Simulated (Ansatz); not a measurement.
Here is an Ansatz 0.2.0 calculation.

Contents of input:

```
crystal:
  lattice:
    - [3.6913825498, 0.0, 0.0]
    - [-1.8456912749, 3.1968310632, 0.0]
    - [0.0, 0.0, 6.04107701]
  atoms:
    - { symbol: Zr, position: [0.0, 0.0, 0.0] }
    - { symbol: S, position: [0.3333333333, 0.6666666667, 0.23790997] }
    - { symbol: S, position: [0.6666666667, 0.3333333333, 0.76209003] }
hamiltonian:
  xc: hse06
  pseudopotentials: { kind: paw }
kpoints:
  mp_grid: { grid: [6, 6, 4] }
scf:
  occupations: { method: fermi_dirac, width: 0.05 }
output:
  forces: true
  stress: true
  eigenvalues: true
relax:
  f_tol: 0.01
  max_steps: 40
  cell: { stress_tol: 0.05 }
```

Q: Estimate the band gap on the k mesh.

A: 1.98 eV, indirect (least direct gap 2.60 eV).

Q: What does it give for the space group after relaxing (to 0.05 Å)?

A: P-3m1 (No. 164).

Q: What does it give for the relaxed volume?

A: 25.53 Å³/atom.

Q: Estimate the relaxed cell.

A: a = 3.680 Å, b = 3.680 Å, c = 6.533 Å, α = 90.00°, β = 90.00°, γ = 120.00°.

The path:
```csv
step,energy change (eV),largest force (eV/Å),volume (Å³)
1,0.0000,0.1723,71.29
2,-0.0030,0.2629,72.61
3,-0.0100,0.0354,72.86
4,-0.0121,0.0152,73.95
5,-0.0133,0.0082,75.45
6,-0.0135,0.0044,76.32
7,-0.0135,0.0021,76.60
8,-0.0145,0.0016,76.60
```

Caveat: the plane-wave basis is chosen anew once the cell has moved, so the energies of steps on either side of that aren't comparable; this functional lacks dispersion, which binds the layers, so the pressure and a relaxed spacing across them are unreliable; the PAW data sets come from PBE, with cores solved anew for the run's functional, which leaves a small shift of forces and pressure. A k mesh can miss the band edges.
